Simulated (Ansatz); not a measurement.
Start from InCuS2 in the chalcopyrite structure (space group I-42d, No. 122; a = 5.577 Å, c = 11.234 Å). Axes: x, y, z lie along a, b, c of the conventional cell.

Method: Ansatz (a first-principles code), PBE, PAW, cutoff 420 eV, spin-orbit coupling left out.

For the base:

* **Pressure**: 0.0 GPa
* **Shortest interatomic distance**: 4.400 bohr

It is then changed as follows: compressive biaxial strain of 4.89 % in the plane normal to [001], as in epitaxy on a mismatched substrate; the out-of-plane cell vector and the atoms relax.

What happens to the pressure?

The pressure (mean of the normal stresses, compression positive) goes from zero to 2.5 GPa.

Predict the new energy relative to the base.

The energy grows by 24 meV/atom.

Estimate the effect on the shortest interatomic distance.

The shortest interatomic distance falls by 0.047 bohr, from 4.400 bohr to 4.353 bohr.

A case with no gap was solved on a k-mesh chosen for an insulator, which is coarse for it. Whether these cells are dynamically stable was not tested. All final runs are without spin polarisation. Gaps under 0.05 eV, about the width of the smearing, are given as zero.
